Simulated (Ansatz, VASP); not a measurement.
**CdS in VASP and in Ansatz**

```
CELL_PARAMETERS angstrom
-0.23280 3.05300 3.05300
2.82020 0.00000 2.82020
2.82020 2.82020 0.00000
ATOMIC_POSITIONS crystal
Cd 0.02976 0.99008 0.99008
S 0.72024 0.75992 0.75992
```

Alike in both runs: task single point; functional PBEsol; k mesh 8 × 8 × 8; occupations gaussian, width 0.02 eV; no spin polarisation.

```csv
,VASP,Ansatz
version,VASP 6.6.1,Ansatz 0.2.0
potentials or method,"VASP PAW PBE potentials, release 64 (Cd, S)","scalar-relativistic, plane waves, PAW"
plane-wave cutoff (eV),520,420
valence electrons in the cell,18,26
```

```tsv
	VASP	Ansatz	Ansatz less VASP
gap on the k mesh at the Fermi level (eV)	0.57	0.57	0.000
least direct gap on the mesh (eV)	0.57	0.57	0.000
pressure (GPa)	-1.6	-2.0	-0.35
largest component of the traceless stress (GPa)	1.81	1.84	+0.021
rms of the force components (eV/Å)	0.171	0.174	+0.0029
```

Atom by atom the forces differ by 0.003 eV/Å (rms over components). The functional is the same, so the differences come from potentials, cutoffs and numerics. The two sets of potentials don't hold the same shells in valence.

Caveats: the PAW data sets were made with another functional, which shifts forces and pressure a little (VASP).
